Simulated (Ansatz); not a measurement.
# 1T-IrSTe monolayer in a perpendicular field, part 2 of 2

Wanted: the out-of-plane response of the 1T-IrSTe monolayer. A positive field points along +c.

Ansatz 0.2.0; plane-wave DFT, PBE-D3(BJ), Ansatz PAW.

So far. Step 2 (Relaxation): The lattice constant a goes from 3.581 to 3.491 Å.

## 3. Atoms held, field 0

A sawtooth potential applies the field, turning back in the middle of the vacuum. With the dipole correction the typed value is the field outside the slab. The induced dipole is small, so the SCF threshold is tight.

The cell differs from the one that the last finished run ended in (c 36.582 → 21.040 Å).

Input file input.yaml:

```yaml
crystal:
  lattice:
    - [3.491445142, 0.0, 0.0]
    - [-1.745722571, 3.0236801889, 0.0]
    - [0.0, 0.0, 21.0399394291]
  atoms:
    - { symbol: Te, position: [0.6666666667, 0.3333333333, 0.4277578854] }
    - { symbol: Ir, position: [0.0, 0.0, 0.5185792068] }
    - { symbol: S, position: [0.3333333333, 0.6666666667, 0.5722421146] }
kpoints:
  mp_grid: { grid: [18, 18, 1] }
  band_path:
    path: [[0, 0, 0], [0.5, 0, 0], [0.33333333, 0.33333333, 0], [0, 0, 0]]
    npoints: 16
hamiltonian:
  xc: pbe
  dispersion: d3bj
scf:
  occupations: { method: fermi_dirac, width: 0.02585 }
  convergence: { dr2_threshold: 1.0e-10 }
efield:
  axis: 3
  dipole_correction: true
  ramp_position: 0.97
  ramp_width: 0.06
  amplitude: 0
output:
  dos: { projected: true, e_range: [-6, 5] }
  write_potential: true
  write_density: true
  volumetric_format: npy
  elf: true
```

Launch:

```
$ ansatz run input.yaml --threads 2 --pin off --max-ram 3072MiB --backend cpu --events-out ev --progress --plain --runs-dir out
```

Numbers of over 12 decimals in the logs are rounded to 6 here.

The program printed:

```text
[...]
Crystal: 3 atoms, lattice volume = 222.119 Å³
Basis set: ecut = 420 eV, 4313 PW (Γ)
Bands: 24, of which v1, the nominal top of the filled ones, is band 20 counted from 1 (19 counted from 0)
Symmetry: 6 space group operations
[...]
k-points: 37 of 324 (time reversal used)
[...]
SCF iter   1: F=—  HF=-19818.747532 eV  |F-HF|=—  |Δ(HF+E_count)|=         —  Δρ=3.29e-3  dr2=9.58e-2  ethr=1.77e-3  p=-0.075 e·Å  D=-6.13e-2 V/Å  ΔV_dip=1.29 eV  dr2_dipole=2.59e-2  V_vac-E_F(+/−)=5.28/3.99 eV  ⟨swp⟩=10.2  Hψ=5334  notcnv=0
efield: sawtooth ramp at fractional position 0.9700 (set: `efield.ramp_position`, or a place that a band, a saddle search or an elastic batch's reference lends), width 0.0600; the density the first Hamiltonian is built on has a dipole p = -0.075 e·Å; the dipole correction subtracts the counter field D = -6.13e-2 V/Å, which shifts the + side's vacuum level by +1.29 eV against the − side's; the planar-averaged density in the ramp window peaks in size at 9.6e-6 e/Å³
[...]
SCF iter   2: F=—  HF=-19818.747216 eV  |F-HF|=—  |Δ(HF+E_count)|=   3.16e-4  Δρ=2.31e-3  dr2=2.15e-2  ethr=2.46e-4  p=-0.043 e·Å  D=-3.51e-2 V/Å  ΔV_dip=0.74 eV  dr2_dipole=5.44e-6  V_vac-E_F(+/−)=5.17/4.44 eV  ⟨swp⟩=3.4  Hψ=1825  notcnv=0
[...]
SCF iter  10: F=-19818.742298 eV  HF=-19818.742298 eV  |F-HF|=6.91e-11  |Δ(HF+E_count)|=   2.03e-9  Δρ=1.76e-7  dr2=6.17e-11  ethr=1.00e-12  p=-0.043 e·Å  D=-3.53e-2 V/Å  ΔV_dip=0.74 eV  dr2_dipole=1.63e-12  V_vac-E_F(+/−)=5.08/4.33 eV  ⟨swp⟩=5.5  Hψ=2797  notcnv=0
SCF 1 converged in 10 iterations: F = -19818.742298 eV  dr2 = 6.17e-11
[...]
NSCF: frozen V_eff on 49 k-points
efield: sawtooth ramp at fractional position 0.9700 (kept from the solve that this one continues, or follows in the run), width 0.0600; the density the first Hamiltonian is built on has a dipole p = -0.043 e·Å; the dipole correction subtracts the counter field D = -3.53e-2 V/Å, which shifts the + side's vacuum level by +0.74 eV against the − side's; the planar-averaged density in the ramp window peaks in size at 2.2e-6 e/Å³
WARN: The output density's exchange-correlation potential varies sharply where the density is thin. Do not read a vacuum level from v_tot or v_xc, or from such a field of the output density. On a cell that repeats whose density bears no net charge and no dipole along the vacuum's axis use v_es (v_loc + v_h of the components); under efield.dipole_correction with no amplitude use v_es + v_field, which holds any externa [...]
SCF converged after 10 iterations
Free energy (F): -19818.742298 eV
[...]
Internal energy: -19818.737560 eV  (E = F + TS)
E sigma→0 (E₀):  -19818.739929 eV
Entropy (-TS):   -0.004738 eV (-1.579 meV/atom)
Fermi energy:    0.265249 eV
Dipole field:    D = -0.035332 V/Å  (p = -0.043370 e·Å, saw-weighted, corrected)
Work function:   Φ+ = 5.0760 eV   Φ− = 4.3326 eV
Levels:          The Fermi level and band energies are counted from a zero that moves with the ramp; work functions are not
[...]
--- Band table (eV; the first three rows and the last of 37) ---
  k-point 0: bands = [... 16 lower, -2.3694, -0.1255, 0.8986, 0.8986, 3.4657, 3.4657, 3.6364, 4.7602]
  k-point 1: bands = [... 16 lower, -2.3926, -0.2679, 0.8792, 0.9026, 3.1448, 3.3828, 3.7225, 4.8667]
  k-point 2: bands = [... 16 lower, -2.4492, -0.6242, 0.8185, 0.8934, 2.5070, 3.1839, 3.9372, 5.0963]
  k-point 36: bands = [... 16 lower, -3.4090, -1.4602, -0.9694, -0.5943, 1.0945, 2.6889, 4.3210, 6.9108]
```

It took 15 s on 2 threads of Arm Neoverse V2, shared host; peak memory 0.55 GiB; 30 s of CPU time.

This step gave:

```
energy at zero smearing        : -19818.7399 eV
work function, upper face      : 5.076 eV
work function, lower face      : 4.333 eV
dipole along the normal        : -0.04337 e·Å
step between the vacuum levels : 0.7434 eV
```

Running mean over a fixed 2.8 Å (it still follows the layers) of the planar mean; the ramp of the sawtooth is left out. Electron's electrostatic potential energy less the Fermi level against z:

| z (Å) | electron's electrostatic potential energy less the Fermi level (eV) |
| --- | --- |
| 3.0 | 4.33 |
| 3.5 | 4.33 |
| 4.0 | 4.33 |
| 4.5 | 4.33 |
| 5.0 | 4.33 |
| 5.5 | 4.31 |
| 6.0 | 4.24 |
| 6.5 | 3.94 |
| 7.0 | 2.88 |
| 7.5 | 1.63 |
| 8.0 | 0.631 |
| 8.5 | -0.912 |
| 9.0 | -2.51 |
| 9.5 | -4.89 |
| 10.0 | -6.79 |
| 10.5 | -8.54 |
| 11.0 | -9.25 |
| 11.5 | -8.75 |
| 12.0 | -6.66 |
| 12.5 | -3.33 |
| 13.0 | -0.110 |
| 13.5 | 2.41 |
| 14.0 | 4.23 |
| 14.5 | 4.90 |
| 15.0 | 5.04 |
| 15.5 | 5.07 |
| 16.0 | 5.07 |
| 16.5 | 5.08 |
| 17.0 | 5.08 |
| 17.5 | 5.08 |
| 18.0 | 5.08 |

The density of states has structure finer than the step of the table below, so its rows give means over 0.2 eV, whole bins alone (the curve runs from -6 to 1.99 eV). Peaks (eV: height): -5.42: 8.01, -5.15: 12.7, -4.54: 11.0, -2.66: 8.26, -1.89: 9.06, -1.70: 8.25, 0.64: 9.15.

The density of states by energy, zero at the Fermi level; means over each step:

| energy (eV) | density of states (states/eV a cell) |
| --- | --- |
| -5.8 | 1.09 |
| -5.6 | 3.87 |
| -5.4 | 5.90 |
| -5.2 | 7.03 |
| -5.0 | 2.22 |
| -4.8 | 0.0637 |
| -4.6 | 3.63 |
| -4.4 | 2.53 |
| -4.2 | 0.706 |
| -4.0 | 0.411 |
| -3.8 | 0.511 |
| -3.6 | 2.00 |
| -3.4 | 2.95 |
| -3.2 | 4.59 |
| -3.0 | 2.57 |
| -2.8 | 4.09 |
| -2.6 | 3.90 |
| -2.4 | 0.685 |
| -2.2 | 0.470 |
| -2.0 | 1.22 |
| -1.8 | 5.38 |
| -1.6 | 1.80 |
| -1.4 | 4.01 |
| -1.2 | 2.25 |
| -1.0 | 1.83 |
| -0.8 | 2.23 |
| -0.6 | 3.08 |
| -0.4 | 1.88 |
| -0.2 | 1.30 |
| 0.0 | 1.12 |
| 0.2 | 1.06 |
| 0.4 | 1.28 |
| 0.6 | 2.65 |
| 0.8 | 0.482 |
| 1.0 | 1.20 |
| 1.2 | 1.30 |
| 1.4 | 1.79 |
| 1.6 | 3.62 |
| 1.8 | 0.663 |

Projected DOS per atom over height of the atomic layer and energy from the Fermi level. Layers: Te Ir S from below.

Ten even steps from '0' (0.07 states/eV) to '9' (2.50 states/eV), each cell a mean:
```
121
153
021
111
211
110
221
241
140
171
292
000
361
361
671
121
000
243
011
376
387
012
```
Columns: height of the atomic layer (Å) from 9 to 12.0 (not evenly spaced); rows upwards: energy from the Fermi level (eV) from -5.96 to 1.96.

The electronic bands at the labelled points (eV, zero at the Fermi level):

| point | band 17 | band 18 | band 19 | band 20 | band 21 | band 22 | band 23 | band 24 |
| --- | --- | --- | --- | --- | --- | --- | --- | --- |
| Γ | -2.63 | -0.39 | 0.63 | 0.63 | 3.20 | 3.20 | 3.37 | 4.50 |
| halfway | -2.77 | -1.50 | -0.36 | 0.24 | 1.54 | 2.50 | 4.58 | 5.18 |
| M | -1.92 | -1.71 | -1.26 | -1.16 | 1.66 | 2.36 | 3.72 | 5.18 |
| halfway | -3.07 | -1.74 | -1.47 | -0.55 | 1.07 | 2.13 | 4.14 | 6.45 |
| K | -3.67 | -1.73 | -1.23 | -0.86 | 0.83 | 2.42 | 4.06 | 6.65 |
| halfway | -2.62 | -1.57 | -0.93 | 0.31 | 1.45 | 1.87 | 4.96 | 5.78 |
| Γ | -2.63 | -0.39 | 0.63 | 0.63 | 3.20 | 3.20 | 3.37 | 4.50 |

Electrostatic potential energy in the ca plane at fractional y = 0.000, with atoms of Ir within 0.2 Å of it. With pseudopotentials it is smooth inside the atoms' cores, unlike the true potential.

Values in eV, 5 rows by 16 columns, each cell a mean:
```
  5   5   5   5   5   4   3   1 -25 -37  -1   5   5   5   5   5
  5   5   5   5   5   4   0  -5  -4  -7   0   4   5   5   5   5
  5   5   5   5   5   4  -3 -11   0   0  -2   4   5   5   5   5
  5   5   5   5   5   4   1  -2  -8 -15   0   4   5   5   5   5
  5   5   5   5   5   4   3   1 -29 -41  -2   5   5   5   5   5
```
Columns run along c (16.0 Å, from fractional 0.09 to 0.85 of the cell; values clipped at the 3rd and 97th percentile), rows up along a (3.5 Å). Atoms in or near the plane, at fractional coordinates: Ir at (0.52, 0.00).

Valence density in the ca plane at fractional y = 0.000, with atoms of Ir within 0.2 Å of it. It is the smooth field of the valence electrons, not physical close to the nuclei.

Values in e/Å³, 5 rows by 16 columns, each cell a mean:
```
0.0 0.0 0.0 0.0 0.0 0.0 0.1 0.2 2.6 4.6 0.3 0.0 0.0 0.0 0.0 0.0
0.0 0.0 0.0 0.0 0.0 0.0 0.2 0.3 0.4 0.6 0.3 0.0 0.0 0.0 0.0 0.0
0.0 0.0 0.0 0.0 0.0 0.0 0.3 0.4 0.2 0.3 0.3 0.1 0.0 0.0 0.0 0.0
0.0 0.0 0.0 0.0 0.0 0.0 0.1 0.3 0.7 1.2 0.3 0.0 0.0 0.0 0.0 0.0
0.0 0.0 0.0 0.0 0.0 0.0 0.1 0.2 3.4 6.0 0.4 0.0 0.0 0.0 0.0 0.0
```
Columns run along c (16.0 Å, from fractional 0.09 to 0.85 of the cell), rows up along a (3.5 Å). Atoms in or near the plane, at fractional coordinates: Ir at (0.52, 0.00).

ELF in the ca plane at fractional y = 0.000, with atoms of Ir within 0.2 Å of it. It is the smooth field of the valence electrons, not physical close to the nuclei.

Ten even steps from '0' (0.00) to '9' (0.71), each cell a mean:
```
00000000000000000012235888964310000000000000
00000000000000012345544478644320000000000000
00000000000000135787775334467653100000000000
00000000000000258987676323588886310000000000
00000000000001268987666323689997420000000000
00000000000000147987776333578864210000000000
00000000000000013566664356445431000000000000
00000000000000001123344699754310000000000000
00000000000000000001235976974310000000000000
```
Columns run along c (16.0 Å, from fractional 0.09 to 0.85 of the cell), rows up along a (3.5 Å). Atoms in or near the plane, at fractional coordinates: Ir at (0.52, 0.00).

The work function of the upper face is 5.08 eV.

## 4. Atoms held, field 0.1 V/Å

Changes to input.yaml since step 3:

```diff
@@ -25,5 +25,4 @@
   ramp_width: 0.06
-  amplitude: 0
+  amplitude: 0.1
 output:
-  dos: { projected: true, e_range: [-6, 5] }
   write_potential: true
@@ -31,2 +30 @@
   volumetric_format: npy
-  elf: true
```

The program printed:

```text
[...]
Crystal: 3 atoms, lattice volume = 222.119 Å³
Basis set: ecut = 420 eV, 4313 PW (Γ)
Bands: 24, of which v1, the nominal top of the filled ones, is band 20 counted from 1 (19 counted from 0)
Symmetry: 6 space group operations
[...]
k-points: 37 of 324 (time reversal used)
[...]
--- Band table (eV; the first three rows and the last of 37) ---
  k-point 0: bands = [... 16 lower, -2.3851, -0.1299, 0.8838, 0.8838, 3.4495, 3.4495, 3.4874, 4.5207]
  k-point 1: bands = [... 16 lower, -2.4083, -0.2746, 0.8666, 0.8878, 3.1292, 3.3667, 3.5643, 4.6182]
  k-point 2: bands = [... 16 lower, -2.4650, -0.6348, 0.8083, 0.8782, 2.4925, 3.1680, 3.7640, 4.8407]
  k-point 36: bands = [... 16 lower, -3.4176, -1.4752, -0.9888, -0.6115, 1.0791, 2.6723, 4.2942, 6.8602]
[key lines of the parts left out:]
SCF converged after 11 iterations
Free energy (F): -19818.739541 eV
Fermi energy:    0.250181 eV
Dipole field:    D = -0.009578 V/Å  (p = -0.011757 e·Å, saw-weighted, corrected)
```

It took 15 s on 2 threads; peak memory 0.53 GiB; 30 s of CPU time.

The dipole is -0.0118 e·Å, 0.0316 e·Å from its value without field.

## 5. Single point, field -0.1 V/Å

Changes to input.yaml since step 4:

```diff
@@ -25,3 +25,3 @@
   ramp_width: 0.06
-  amplitude: 0.1
+  amplitude: -0.1
 output:
```

The program printed:

```text
[...]
Crystal: 3 atoms, lattice volume = 222.119 Å³
Basis set: ecut = 420 eV, 4313 PW (Γ)
Bands: 24, of which v1, the nominal top of the filled ones, is band 20 counted from 1 (19 counted from 0)
Symmetry: 6 space group operations
[...]
k-points: 37 of 324 (time reversal used)
[...]
--- Band table (eV; the first three rows and the last of 37) ---
  k-point 0: bands = [... 16 lower, -2.3547, -0.1223, 0.9124, 0.9124, 3.4810, 3.4810, 3.7525, 4.6919]
  k-point 1: bands = [... 16 lower, -2.3779, -0.2624, 0.8907, 0.9165, 3.1593, 3.3980, 3.8484, 4.7473]
  k-point 2: bands = [... 16 lower, -2.4344, -0.6147, 0.8276, 0.9075, 2.5203, 3.1989, 4.0784, 4.9044]
  k-point 36: bands = [... 16 lower, -3.4014, -1.4462, -0.9509, -0.5782, 1.1089, 2.7044, 4.3466, 6.9582]
[key lines of the parts left out:]
SCF converged after 12 iterations
Free energy (F): -19818.748215 eV
Fermi energy:    0.279291 eV
Dipole field:    D = -0.061073 V/Å  (p = -0.074968 e·Å, saw-weighted, corrected)
```

Wall time 16 s (2 threads); peak memory 0.53 GiB; 32 s of CPU time.

The dipole is -0.0750 e·Å, -0.0316 e·Å from its value without field.

## 6. Response, atoms held

This step: plane-wave DFT, PBE-D3(BJ), Ansatz PAW; response to a field along the normal, atoms held (Ansatz 0.2.0).

The dipoles give the slope, and the difference of two potentials shows where the field is screened.

Numbers from this step:

| Property | Result |
| --- | --- |
| equivalent conductor thickness p/(ε₀AE) | 5.417 Å |
| distance between the outer atoms | 3.040 Å |

The dipole of the cell by applied field:

| applied field (V/Å) | dipole of the cell (e·Å) |
| --- | --- |
| -0.1000 | -0.0750 |
| 0.0000 | -0.0434 |
| 0.1000 | -0.0118 |

Local field over the applied field, running mean. From the potentials at -0.1 and 0.1 V/Å; running mean over 2.5 Å. Table of local field over applied field by z:

| z (Å) | local field over applied field |
| --- | --- |
| 4.09 | 0.999 |
| 4.38 | 0.998 |
| 4.82 | 0.994 |
| 5.11 | 0.989 |
| 5.55 | 0.973 |
| 5.84 | 0.952 |
| 6.14 | 0.920 |
| 6.57 | 0.836 |
| 6.87 | 0.756 |
| 7.16 | 0.660 |
| 7.60 | 0.505 |
| 7.89 | 0.401 |
| 8.33 | 0.252 |
| 8.62 | 0.165 |
| 8.91 | 0.0952 |
| 9.35 | 0.0341 |
| 9.64 | 0.0160 |
| 9.94 | 0.00961 |
| 10.37 | 0.00998 |
| 10.67 | 0.0176 |
| 11.10 | 0.0432 |
| 11.40 | 0.0703 |
| 11.69 | 0.112 |
| 12.13 | 0.211 |
| 12.42 | 0.296 |
| 12.71 | 0.393 |
| 13.15 | 0.546 |
| 13.44 | 0.646 |
| 13.88 | 0.786 |
| 14.17 | 0.862 |
| 14.46 | 0.917 |
| 14.90 | 0.964 |
| 15.20 | 0.980 |
| 15.49 | 0.989 |
| 15.93 | 0.996 |
| 16.22 | 0.998 |
| 16.66 | 0.999 |
| 16.95 | 1.000 |

Electrons, planar mean, per unit field. Induced electron density against z:

z (Å), induced electron density (e/Å³ per V/Å) and a bar from the least value:
```
      4.5    0.00001 ################
      5.0    0.00004 ################
      5.5    0.00012 ################
      6.0    0.00031 #################
      6.5    0.00079 ###################
      7.0    0.00179 ########################
      7.5    0.00318 ##############################
      8.0    0.00310 ##############################
      8.5    0.00100 ####################
      9.0    0.00061 ###################
      9.5    0.00041 ##################
     10.0   -0.00034 ##############
     10.5    0.00002 ################
     11.0   -0.00059 #############
     11.5   -0.00020 ###############
     12.0   -0.00084 ############
     12.5   -0.00199 #######
     13.0   -0.00362 
     13.5   -0.00234 ######
     14.0   -0.00101 ############
     14.5   -0.00038 ##############
     15.0   -0.00013 ###############
     15.5   -0.00005 ################
     16.0   -0.00001 ################
     16.5    0.00000 ################
```

By hand: between -0.1 and 0.1 V/Å the dipole changes by 0.06321 e·Å, a slope of 0.3161 e·Å²/V. A perfect conductor of thickness t has p = ε₀AEt, so t = 180.95 × 0.3161 / 10.557 = 5.42 Å (e/ε₀ = 180.95 V·Å, A in Å²).

The induced dipole is that of a conductor 5.42 Å thick.

## 7. Summary of results

```yaml
gap_without_field: none
work_function_upper_face: 5.08 eV
step_between_the_vacuum_levels: 0.743 eV
equivalent_conductor_thickness_atoms_held: 5.42 Å
```

What this shows: The induced dipole equals that of a perfect conductor 5.42 Å thick, while the outer atoms lie 3.04 Å apart. The two faces differ: the vacuum level above lies 0.74 eV higher than the one below. There is no gap over 0.03 eV, with or without the field. The first relaxation ran with spin and lost its moment, and the later runs have none; other magnetic states were not tried. Spin-orbit coupling is left out, which matters for the bands of elements this heavy.

[Logs are printed without paths, hosts, clocks, repeated set-up lines and the standing remarks that a program may print on its own settings, such as how far it seeks lower states.]

[Hosts, paths, dates, database ids (printed as entryN), source tags and the programs' standing remarks are cut or masked in the printed files.]

[Maps of the electrostatic potential energy from Ansatz leave out the sawtooth potential of an applied field or a dipole correction, so their vacuum need not be flat; planar profiles and work functions include it.]

[The density of states shown here was stored with 400 of the rows of the run's finer table, so its peaks can read low, often by over a quarter, or be missed, and its means over a window can be off by a tenth or more.]
